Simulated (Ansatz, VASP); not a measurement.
**Cross-check of HfO2 between VASP and Ansatz**

Wanted: the spread between two codes on one cell, functional and k mesh. The structure shown is the end of the Ansatz relaxation below.

Program: Ansatz 0.2.0. Level of theory: plane waves, with VASP 6.6.1 beside it; single point at PBEsol. Results are calculated unless marked as measured.

## Step 1: Starting point

Symmetry: Pca2_1, No. 29, orthorhombic system. The conventional cell has a = 5.385 Å, b = 5.168 Å, c = 4.959 Å, α = 90.00°, β = 90.00°, γ = 90.00°. Nearest to Hf lie 7 O at 2.05 to 2.36 Å. O has 3 Hf at 2.05 to 2.19 Å nearest. O has 4 Hf at 2.11 to 2.36 Å nearest. Farther neighbours and most contacts between anions are not listed.

## Step 2: Ansatz: relaxation, PBEsol

Ansatz runs on its PAW soft_1 files.

This run makes the geometry at which the two programs are then compared.

input.yaml

```yaml
crystal:
  lattice:
    - [5.38548787, 0.0, 0.0]
    - [0.0, 5.16835357, 0.0]
    - [0.0, 0.0, 4.9514895]
  atoms:
    - { symbol: Hf, position: [0.9671098, 0.7324279, 0.7526446] }
    - { symbol: Hf, position: [0.0328902, 0.2675721, 0.2526446] }
    - { symbol: Hf, position: [0.4671098, 0.2675721, 0.7526446] }
    - { symbol: Hf, position: [0.5328902, 0.7324279, 0.2526446] }
    - { symbol: O, position: [0.6319774, 0.9282763, 0.8902418] }
    - { symbol: O, position: [0.3680226, 0.0717237, 0.3902418] }
    - { symbol: O, position: [0.1319774, 0.0717237, 0.8902418] }
    - { symbol: O, position: [0.8680226, 0.9282763, 0.3902418] }
    - { symbol: O, position: [0.7659856, 0.4596735, 0.0011137] }
    - { symbol: O, position: [0.2340144, 0.5403265, 0.5011137] }
    - { symbol: O, position: [0.2659856, 0.5403265, 0.0011137] }
    - { symbol: O, position: [0.7340144, 0.4596735, 0.5011137] }
kpoints:
  mp_grid: { grid: [6, 6, 6] }
scf:
  occupations: { method: fermi_dirac, width: 0.02 }
hamiltonian:
  xc: pbesol
  pseudopotentials: { kind: paw, azcp: { folder: soft_1 }, xc_functional: pbe }
basis:
  ecutwfc: 600
output:
  forces: true
  stress: true
  write_density: true
  write_potential: true
  elf: true
  volumetric_format: npy
relax:
  f_tol: 0.005
  max_steps: 70
  cell: { stress_tol: 0.02, p_target: 0, fix: [a, b, alpha, beta, gamma] }
```

Started as:

```sh
> ansatz run input.yaml --threads 4 --pin off --max-ram 10240MiB --backend cpu --events-out ev --progress --plain --runs-dir out
```

Numbers of over 12 decimals in the logs are rounded to 6 here.

The program printed:

```text
Engine: ansatz 0.2.0, aarch64-unknown-linux-gnu
Pseudopotentials: kind: paw
Pseudopotential: Hf, paw, valence charge 26, recommended cutoff 420 eV (normal), soft_1/Hf.paw.azcp
Pseudopotential: O, paw, valence charge 6, recommended cutoff 420 eV (normal), soft_1/O.paw.azcp
Functional definition: PBEsol
  exchange = pbesol_x
  correlation = pbesol_c
Crystal: 12 atoms, lattice volume = 137.820 Å³
Basis set: ecut = 600 eV, 4587 PW (Γ), exchange–correlation on 90×90×80 points (8 copies of the dense FFT grid, shifted against one another)
Bands: 92, of which v1, the nominal top of the filled ones, is band 76 counted from 1 (75 counted from 0)
Symmetry: 4 space group operations
Space group: Pca21 (ITA 29), of the structure as read, at distance tolerance 5.2e-5 Å
k-points: 64 of 216 (time reversal used)
Non-local potential: Hf, projectors of the file, l = 0: 3, l = 1: 2, l = 2: 2, l = 3: 3
Non-local potential: O, projectors of the file, l = 0: 2, l = 1: 2, l = 2: 1
PAW form: soft (Blöchl's): semilocal exchange-correlation on the pseudo side does not see the compensation charge
PAW frozen core: Hf, regenerated for the run's functional, and the local potential with it (the file was generated under x = pbe(κ = 0.804, μ = 0.219515), c = pbe(β = 0.066725))
PAW frozen core: O, regenerated for the run's functional, and the local potential with it (the file was generated under x = pbe(κ = 0.804, μ = 0.219515), c = pbe(β = 0.066725))
PAW one-centre angular grid: Hf, 590 points (default); XC on 64 Gauss nodes
PAW one-centre angular grid: O, 110 points (default); XC on 64 Gauss nodes
Initial density: superposition of atomic densities (chi_scale 0.1, normalization cell, long waves kept (reshape's long-wave potential 0.01 eV rms))
Initial wavefunctions: pseudopotential atomic-orbital guess
Functional: x = pbesol(κ = 0.804, μ = 0.123457), c = pbesol(β = 0.046)
SCF iter   1: F=—  HF=-66906.369816 eV  |F-HF|=—  |Δ(HF+E_count)|=         —  Δρ=9.40e-2  dr2=9.26e0  ethr=3.10e-3  ⟨swp⟩=6.0  Hψ=17690  notcnv=0  defer=158
preconditioner: auto → Resta (q_TF=auto, 2.773 Å⁻¹)  ε∞=5.0  [insulator: Δε(μ)=3.152 eV  Ē_g=18.966 eV  σ=0.020 eV  W_gap=1.00  n_scr=48 (ndim 8)  ℏωp=38.0 eV  f_vac=0.000  D(μ)=0.00/eV (n_scr^D=0)  ε∞_Penn≈5.0]
SCF iter   2: F=—  HF=-66904.300875 eV  |F-HF|=—  |Δ(HF+E_count)|=    2.07e0  Δρ=4.10e-2  dr2=1.96e0  ethr=3.10e-3  ⟨swp⟩=2.7  Hψ=11978  notcnv=0  defer=613
SCF iter   3: F=—  HF=-66903.784019 eV  |F-HF|=—  |Δ(HF+E_count)|=   5.17e-1  Δρ=2.23e-2  dr2=6.12e-1  ethr=1.29e-3  ⟨swp⟩=2.0  Hψ=9042  notcnv=0  defer=613
SCF iter   4: F=—  HF=-66903.673622 eV  |F-HF|=—  |Δ(HF+E_count)|=   1.10e-1  Δρ=8.07e-3  dr2=5.07e-2  ethr=4.03e-4  ⟨swp⟩=2.8  Hψ=10731  notcnv=0  defer=613
SCF iter   5: F=—  HF=-66903.693658 eV  |F-HF|=—  |Δ(HF+E_count)|=   2.00e-2  Δρ=2.78e-3  dr2=1.37e-2  ethr=3.34e-5  ⟨swp⟩=2.0  Hψ=9046  notcnv=0  defer=613
SCF iter   6: F=—  HF=-66903.689014 eV  |F-HF|=—  |Δ(HF+E_count)|=   4.64e-3  Δρ=7.36e-4  dr2=6.54e-4  ethr=9.02e-6  ⟨swp⟩=2.0  Hψ=10573  notcnv=0  defer=613
SCF iter   7: F=—  HF=-66903.689702 eV  |F-HF|=—  |Δ(HF+E_count)|=   6.88e-4  Δρ=4.66e-4  dr2=2.41e-4  ethr=4.31e-7  ⟨swp⟩=2.0  Hψ=10162  notcnv=0  defer=613
SCF iter   8: F=—  HF=-66903.689711 eV  |F-HF|=—  |Δ(HF+E_count)|=   9.52e-6  Δρ=3.33e-4  dr2=1.22e-4  ethr=1.59e-7  ⟨swp⟩=2.0  Hψ=9138  notcnv=0  defer=613
SCF iter   9: F=—  HF=-66903.689692 eV  |F-HF|=—  |Δ(HF+E_count)|=   1.95e-5  Δρ=3.85e-5  dr2=1.62e-6  ethr=8.02e-8  ⟨swp⟩=2.0  Hψ=8914  notcnv=0  defer=613
SCF iter  10: F=—  HF=-66903.689603 eV  |F-HF|=—  |Δ(HF+E_count)|=   8.90e-5  Δρ=9.57e-6  dr2=1.04e-7  ethr=1.07e-9  ⟨swp⟩=2.0  Hψ=10018  notcnv=0  defer=613
SCF iter  11: F=-66903.689603 eV  HF=-66903.689603 eV  |F-HF|=1.86e-9  |Δ(HF+E_count)|=   3.23e-8  Δρ=1.99e-6  dr2=5.28e-9  ethr=6.58e-11  ⟨swp⟩=7.4  Hψ=32527  notcnv=0
SCF 1 converged in 11 iterations: F = -66903.689603 eV  dr2 = 5.28e-9
  greatest PAW one-centre occupation: 0.999 electrons in one spin orbital (limit 2), on the Hf atom at site 3 (counted from 0), in its partial waves of l = 3
relax step   1: F+E_penalty+E_count = -66903.68960287 eV  Δ(F+E_penalty+E_count) = +0.000e0 eV  max|allowed force component| = 2.528e-1 eV/Å  Δτ_max = 0.0000 Å  P = -10.005 GPa  Ω = 137.820 Å³  fix = [a, b, alpha, beta, gamma]  reactions: a -14.259, b -14.832 GPa  (11 SCF iters, dr2 threshold 1.00e-7 eV, accepted)
Crystal: 12 atoms, lattice volume = 137.356 Å³
Initial density: handed on by an earlier stage of this run
Initial wavefunctions: those handed on with the density
iter 1 solved again at ethr=1.10e-5 eV; its pass at ethr=3.10e-3 eV (dr2=1.68e-2 eV) is discarded
SCF iter   1: F=—  HF=-66903.711466 eV  |F-HF|=—  |Δ(HF+E_count)|=         —  Δρ=4.83e-3  dr2=1.60e-2  ethr=1.10e-5  ⟨swp⟩=3.0  Hψ=21953  notcnv=0
[...]
eigensolver tolerance schedule: the retry pair's looser diagonalisation over-reported the residual by 2832.94 of it (diagonalisation noise at 0.10 of the residual, at the tolerance the schedule requests for it); recorded, not acted on — ethr = c·dr2/N_el stays at c = 1.0e-1
preconditioner: auto → Resta (q_TF=auto, 2.772 Å⁻¹)  ε∞=5.5  [insulator: Δε(μ)=4.382 eV  Ē_g=17.979 eV  σ=0.020 eV  W_gap=1.00  n_scr=48 (ndim 8)  ℏωp=37.9 eV  f_vac=0.044  D(μ)=0.00/eV (n_scr^D=0)  ε∞_Penn≈5.5]
SCF iter   2: F=—  HF=-66903.743283 eV  |F-HF|=—  |Δ(HF+E_count)|=   2.79e-5  Δρ=1.44e-5  dr2=1.09e-8  ethr=3.64e-11  ⟨swp⟩=3.0  Hψ=11189  notcnv=0
SCF iter   3: F=—  HF=-66903.743284 eV  |F-HF|=—  |Δ(HF+E_count)|=   1.06e-6  Δρ=6.61e-6  dr2=3.75e-9  ethr=7.16e-12  ⟨swp⟩=2.0  Hψ=7680  notcnv=0
SCF iter   4: F=—  HF=-66903.743284 eV  |F-HF|=—  |Δ(HF+E_count)|=   2.80e-7  Δρ=6.77e-7  dr2=3.89e-10  ethr=2.47e-12  ⟨swp⟩=2.0  Hψ=9215  notcnv=0
SCF iter   5: F=—  HF=-66903.743284 eV  |F-HF|=—  |Δ(HF+E_count)|=   2.36e-9  Δρ=7.31e-7  dr2=8.52e-11  ethr=1.00e-12  ⟨swp⟩=2.0  Hψ=7680  notcnv=0
SCF iter   6: F=-66903.743284 eV  HF=-66903.743284 eV  |F-HF|=1.46e-11  |Δ(HF+E_count)|=   3.23e-9  Δρ=1.35e-7  dr2=1.59e-11  ethr=1.00e-12  ⟨swp⟩=5.0  Hψ=25600  notcnv=0
SCF 9 converged in 6 iterations: F = -66903.743284 eV  dr2 = 1.59e-11
relax step   9: F+E_penalty+E_count = -66903.74328428 eV  Δ(F+E_penalty+E_count) = -2.794e-5 eV  max|allowed force component| = 3.103e-4 eV/Å  Δτ_max = 0.0000 Å  P = -7.734 GPa  Ω = 138.030 Å³  fix = [a, b, alpha, beta, gamma]  reactions: a -10.726, b -12.481 GPa  stress off target by 4.56e-3 GPa on what of the cell is left free  SCF on the basis re-selected at this cell (its energy is not comparable with the rows above)  (6 SCF iters)
basis re-selected at this cell: Δ(F+E_penalty+E_count) = -2.794e-5 eV, ΔP = +0.001 GPa vs the last step (what re-selecting the basis moved, of the pressure what is left beyond the Pulay correction that the steps carried, after the strain that the cell walked since its last selection, with what the two solves' SCF thresholds leave and, on support functions, any second-order correction that the steps lacked; it is no m [...]
SCF converged after 6 iterations
Free energy (F): -66903.743284 eV
Harris-Foulkes:  -66903.743284 eV  (|F-HF|=1.46e-11)
Internal energy: -66903.743284 eV  (E = F + TS)
E sigma→0 (E₀):  -66903.743284 eV
Fermi energy:    15.133180 eV
--- Per-component energies (eV) ---
  E_band       = -173.530872
  E_kinetic    = 2957.765767
  E_local      = -28952.339898  (includes V_loc(G=0)·N_el)
  E_nonlocal   = 705.015018
  E_hartree    = 13731.765180
  E_xc         = -1619.846730
  E_vxc        = -1739.225767  (∫ρ·V_xc dr)
  E_paw        = -31570.049195  (= ΣΔE_a)
  E_vpaw       = -608.278308  (= ΣTr[D̂ρ^β])
  E_aug_tail   = 0.001652  (compensation charges beyond the density's cutoff)
  E_ewald      = -22161.341606
  E_core_change = 5.286528  (= ΣΔE_core)
  E_smearing   = -0.000000  (= −TS)
  E_closure    = 0.000000  (closes the sum)
  Σ components = -66903.743284   (vs F -66903.743284, Δ=0.00e0)
--- Forces (eV/Å), atoms counted from 1 ---
  atom   1  Hf     0.00011050     0.00015902     0.00026556
  atom   2  Hf    -0.00011050    -0.00015902     0.00026556
  atom   3  Hf     0.00011050    -0.00015902     0.00026556
  atom   4  Hf    -0.00011050     0.00015902     0.00026556
  atom   5  O     -0.00013792     0.00012264     0.00004476
  atom   6  O      0.00013792    -0.00012264     0.00004476
  atom   7  O     -0.00013792    -0.00012264     0.00004476
  atom   8  O      0.00013792     0.00012264     0.00004476
  atom   9  O     -0.00021613     0.00015198    -0.00031022
  atom  10  O      0.00021613    -0.00015198    -0.00031022
  atom  11  O     -0.00021613    -0.00015198    -0.00031022
  atom  12  O      0.00021613     0.00015198    -0.00031022
  max |Σ_I F_I| component: 4.06e-7 eV/Å
--- Stress (GPa, compression-positive) ---
      -10.726314       0.000000      -0.000000
        0.000000     -12.481123       0.000000
       -0.000000       0.000000       0.004561
  P = ⅓ Tr σ = -7.7343 GPa (-77.343 kbar)
--- Band table (eV; the first three rows and the last of 64) ---
  k-point 0: bands = [... 72 lower, 12.6519, 12.8110, 12.8289, 12.9553, 17.7525, 17.8416, 18.1582, 18.4482, ... 12 higher]
  k-point 1: bands = [... 72 lower, 12.2963, 12.6713, 12.7808, 12.8753, 17.7089, 17.7666, 18.0506, 18.3444, ... 12 higher]
  k-point 2: bands = [... 72 lower, 12.2928, 12.5843, 12.6863, 12.7245, 17.4753, 17.6919, 17.8302, 18.1441, ... 12 higher]
  k-point 63: bands = [... 72 lower, 12.1345, 12.1345, 12.1345, 12.1345, 17.5629, 17.5629, 17.5629, 17.5629, ... 12 higher]
--- Relaxed structure (8 steps of the walk, 8 accepted, 1 SCFs on fresh bases) ---
  F+E_penalty+E_count = -66903.74328428 eV   max|allowed force component| = 3.103e-4 eV/Å   (the final SCF, on the basis selected at the relaxed cell)
  cell:  # Å, volume = 138.0303 Å³
    - [5.38548787, 0.0, 0.0]
    - [0.0, 5.16835357, 0.0]
    - [0.0, 0.0, 4.959035]
  atoms:
    - { symbol: Hf, position: [0.967818, 0.735989, 0.748449] }
    - { symbol: Hf, position: [0.032182, 0.264011, 0.248449] }
    - { symbol: Hf, position: [0.467818, 0.264011, 0.748449] }
    - { symbol: Hf, position: [0.532182, 0.735989, 0.248449] }
    - { symbol: O, position: [0.635870, 0.935902, 0.894737] }
    - { symbol: O, position: [0.364130, 0.064098, 0.394737] }
    - { symbol: O, position: [0.135870, 0.064098, 0.894737] }
    - { symbol: O, position: [0.864130, 0.935902, 0.394737] }
    - { symbol: O, position: [0.781149, 0.470175, 0.000813655] }
    - { symbol: O, position: [0.218851, 0.529825, 0.500814] }
    - { symbol: O, position: [0.281149, 0.529825, 0.000813655] }
    - { symbol: O, position: [0.718851, 0.470175, 0.500814] }
```

(Continued in part 2 of 2.)

[Lines on the potential files, build, host, timing and source positions are cut from VASP's logs without a mark.]

[Logs are printed without paths, hosts, clocks, repeated set-up lines and the standing remarks that a program may print on its own settings, such as how far it seeks lower states.]

[Hosts, paths, dates, database ids (printed as entryN), source tags and the programs' standing remarks are cut or masked in the printed files.]
